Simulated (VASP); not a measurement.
A run of VASP 6.6.1 is set up as follows.

INCAR

```
SYSTEM = ZnS
ALGO = Normal
EDIFF = 1E-6
ENCUT = 520
ISIF = 2
ISMEAR = 0
LASPH = .True.
LCHARG = .False.
LREAL = .False.
LWAVE = .False.
NBANDS = 26
NELM = 80
PREC = Accurate
SIGMA = 0.01
```

Contents of KPOINTS:

```
k-points
0
Gamma
  6 6 4
  0 0 0
```

The input POSCAR:

```
ZnS
1.0
    3.7104427848      0.0000000000      0.0000000000
   -1.8552213924      3.2133377109      0.0000000000
    0.0000000000      0.0000000000      6.0998691511
Zn S
2 2
Direct
    0.3333333333      0.6666666667      0.0056985364
    0.6666666667      0.3333333333      0.5056985363
    0.3333333333      0.6666666667      0.3793014636
    0.6666666667      0.3333333333      0.8793014636
```

Potentials or basis: VASP PAW LDA potentials, release 64 (Zn, S).

Command:

```console
$ cat potpaw_LDA.64/Zn/POTCAR potpaw_LDA.64/S/POTCAR > POTCAR
$ mpirun -np 1 vasp_std > vasp.out
```

(1) What does it give for the pressure?

(2) What does it give for the band gap on the k mesh?

## Answers

(1) 2.3 GPa.

(2) 2.33 eV, direct.

**What was measured.**

A printed reference work, monograph reports, for a bulk crystal of ZnS at 4 K: band gap 3.911 eV (direct).

Measured gap of ZnS: 3.911 eV (direct; 4 K; a printed reference work, monograph). This calculation gives 2.33 eV (-1.58 eV). The value is that of LDA, without temperature or zero-point motion. Semilocal functionals fall short of measured gaps as a rule.
